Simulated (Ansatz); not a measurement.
Runs of Ansatz 0.2.0 on TiSi. The structure is orthorhombic, space group Cmmm (No. 65). Conventional cell: a = 3.632 Å, b = 4.235 Å, c = 3.804 Å, α = 90.00°, β = 90.00°, γ = 90.00°. Ti (site symmetry mmm) has 8 Si at 2.63 to 2.85 Å and 4 Ti at 2.79 Å as nearest neighbours. Si (site symmetry mmm) has 8 Ti at 2.63 to 2.85 Å and 4 Si at 2.79 Å as nearest neighbours. The cell comes from a database or a generator and needn't be the stable form of this composition.

```tsv
task	level	U	cell	k mesh	cutoff (eV)	points for each segment of the path	hubbard projectors	double counting	mesh quality	gap on the mesh (eV)	pressure (GPa)	V0 of scaled cells (Å³/atom)	relaxed volume (Å³/atom)	B0 (GPa)
single point	r2SCAN50	-	as given	5 × 5 × 4	500	-	-	-	coarse	none	-	-	-	-
relaxation of cell and atoms	PBEsol	-	relaxed	10 × 10 × 7	420	-	-	-	not flagged	none	0.0	-	(a)	-
relaxation of cell and atoms	PBEsol0	-	relaxed	5 × 5 × 4	420	-	-	-	coarse	none	-	-	14.25	-
equation of state	PBEsol	-	as given	10 × 10 × 7	420	-	-	-	not flagged	-	-	14.18	-	147
band structure	r2SCAN	-	as given	10 × 10 × 7	500	14	-	-	not flagged	none	-1.8	-	-	-
equation of state	PBE0	-	as given	6 × 6 × 4	420	-	-	-	coarse	-	-	(b)	-	151
equation of state	r2SCAN	-	as given	10 × 10 × 7	500	-	-	-	not flagged	-	-	14.44	-	143
band structure	HSEsol	-	as given	5 × 5 × 4	420	4	-	-	coarse	none	-	-	-	-
relaxation of cell and atoms	r2SCAN	-	relaxed	10 × 10 × 7	500	-	-	-	not flagged	none	0.0	-	14.40	-
projected density of states	PBEsol+U	Ti d U = 4 eV	as given	10 × 10 × 7	420	-	ortho-atomic (the default)	fll (the default)	not flagged	none	2.4	-	-	-
single point	r2SCAN0	-	as given	6 × 6 × 4	500	-	-	-	coarse	none	-	-	-	-
band structure	HSE06	-	as given	6 × 6 × 6	420	4	-	-	coarse	none	-	-	-	-
```

Alike in all rows: potentials or basis Ansatz PAW; no spin polarisation; smearing fermi-dirac 0.05 eV.

**Question.** Fill in the values left out.

**Answer.** (a) 14.13; (b) 14.36.

Caveats: some runs use coarse meshes; the PAW data sets come from PBE, with cores solved anew for the run's functional, which leaves a small shift of forces and pressure; the plane-wave basis is chosen anew once the cell has moved, so the energies of steps on either side of that aren't comparable (some runs); the cell was scaled at fixed shape and fractional positions, which overstates the stiffness of a crystal with free parameters, most of all of layers and chains (some runs); U without spin polarisation on a metal has little footing (some runs); the U is typed as a test and isn't derived for this compound (some runs); the density of states is complete only up to the lowest level of the last band computed (some runs).

A k mesh can miss the band edges.

A gap of «none» marks a metal or a gap under the smearing width.

Not every run made on this cell is shown here.
